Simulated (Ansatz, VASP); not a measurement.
## Be in VASP and in Ansatz

The input INCAR:

```
SYSTEM = Be
PREC = Accurate ; ENCUT = 520
EDIFF = 1E-8 ; ISMEAR = -1
SIGMA = 0.03 ; LREAL = .False.
LASPH = .True. ; NELM = 100
ALGO = Normal ; ISIF = 2
LWAVE = .False. ; LCHARG = .False.
GGA = PE ; LEFG = .True.
NBANDS = 7
```

KPOINTS

```
Automatic mesh
0
Gamma
  23 23 23
  0 0 0
```

File POSCAR:

```
Be
1.0
   -1.2655288964      1.2655288964      1.2655288964
    1.2655288964     -1.2655288964      1.2655288964
    1.2655288964      1.2655288964     -1.2655288964
Be
1
Direct
    0.0000000000      0.0000000000      0.0000000000
```

Input for Ansatz:

```yaml
crystal:
  lattice:
    - [-1.2655288964, 1.2655288964, 1.2655288964]
    - [1.2655288964, -1.2655288964, 1.2655288964]
    - [1.2655288964, 1.2655288964, -1.2655288964]
  atoms:
    - { symbol: Be, position: [0.0, 0.0, 0.0] }
kpoints:
  mp_grid: { grid: [23, 23, 23] }
scf:
  occupations: { method: fermi_dirac, width: 0.03 }
hamiltonian:
  xc: pbe
  pseudopotentials: { kind: paw }
output:
  forces: true
  stress: true
  eigenvalues: true
  efg: { contact_densities: true }
```

Change from the starting cell: volume scaled by 1.03, PAW files.

Alike in both runs: task electric field gradients; functional PBE; k mesh 23 × 23 × 23; occupations fermi-dirac, width 0.03 eV; no spin polarisation.

|  | VASP | Ansatz |
| --- | --- | --- |
| version | VASP 6.6.1 | Ansatz 0.2.0 |
| potentials or method | VASP PAW PBE potentials, release 64 (Be) | PAW with Ansatz's default frozen-core files, scalar-relativistic |
| plane-wave cutoff (eV) | 520 | 420 |
| valence electrons in the cell | 2 | 2 |

```tsv
	VASP	Ansatz	Ansatz less VASP
pressure (GPa)	-4.1	-4.3	-0.14
Vzz of the field gradient on the site that differs most (V/Å²)	0.0	0.0	0.00
```
